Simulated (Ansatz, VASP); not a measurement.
**Two plane-wave programs on FeO**

INCAR

```
SYSTEM = FeO
  ALGO = Normal
  EDIFF = 1E-6
  ENCUT = 520
  GGA = PE
  ISIF = 2
  ISMEAR = -1
  ISPIN = 2
  LASPH = .True.
  LCHARG = .True.
  LELF = .True.
  LMAXMIX = 4
  LORBIT = 11
  LREAL = .False.
  LVHAR = .True.
  LWAVE = .False.
  MAGMOM = 4.5 0
  NBANDS = 18
  NELM = 150
  PREC = Accurate
  SIGMA = 0.05
```

File KPOINTS:

```
k-points
0
Gamma
  11 11 11
  0 0 0
```

POSCAR

```
FeO
1.0
    1.5176821100      0.8762341800      2.5157945800
   -1.5176821100      0.8762341800      2.5157945800
    0.0000000000     -1.7524683500      2.5157945800
Fe O
1 1
Direct
    0.0000000000      0.0000000000      0.0000000000
    0.5000000000      0.5000000000      0.5000000000
```

input.yaml

```yaml
crystal:
  lattice:
    - [1.51768211, 0.87623418, 2.51579458]
    - [-1.51768211, 0.87623418, 2.51579458]
    - [0.0, -1.75246835, 2.51579458]
  atoms:
    - { symbol: Fe, position: [0.0, 0.0, 0.0], spin: 4.5 }
    - { symbol: O, position: [0.5, 0.5, 0.5] }
hamiltonian:
  xc: pbe
  pseudopotentials: { kind: paw }
magnetization:
  spin_polarized: true
kpoints:
  mp_grid: { grid: [11, 11, 11] }
scf:
  occupations: { method: fermi_dirac, width: 0.05 }
output:
  forces: true
  stress: true
  eigenvalues: true
```

Alike in both runs: task single point; functional PBE; k mesh 11 × 11 × 11; occupations fermi-dirac, width 0.05 eV; collinear spin.

```csv
,VASP,Ansatz
version,VASP 6.6.1,Ansatz 0.2.0
potentials or method,"VASP PAW PBE potentials, release 64 (Fe, O)",Ansatz PAW
plane-wave cutoff (eV),520,420
valence electrons in the cell,14,22
```

```csv
,VASP,Ansatz,Ansatz less VASP
gap on the k mesh at the Fermi level (eV),none,none,-
pressure (GPa),-0.7,-0.6,+0.03
largest component of the traceless stress (GPa),0.63,0.59,-0.033
net moment per atom (μB),2.00,2.00,+0.001
size of the moment on the site where the two differ most (μB),3.62,3.45,-0.169
```

Site moments also hang on the region over which each program counts them. A gap of «none» marks a metal or a gap that the smearing closes. The two sets of potentials don't hold the same shells in valence.

Caveats: a cell with one magnetic atom can't hold antiferromagnetic order, which such compounds often take; semilocal functionals often make such compounds metallic where correlation or magnetic order opens a gap, which also shifts bond lengths; the pressure holds a Pulay correction of +0.6 GPa for the finite cutoff (Ansatz).
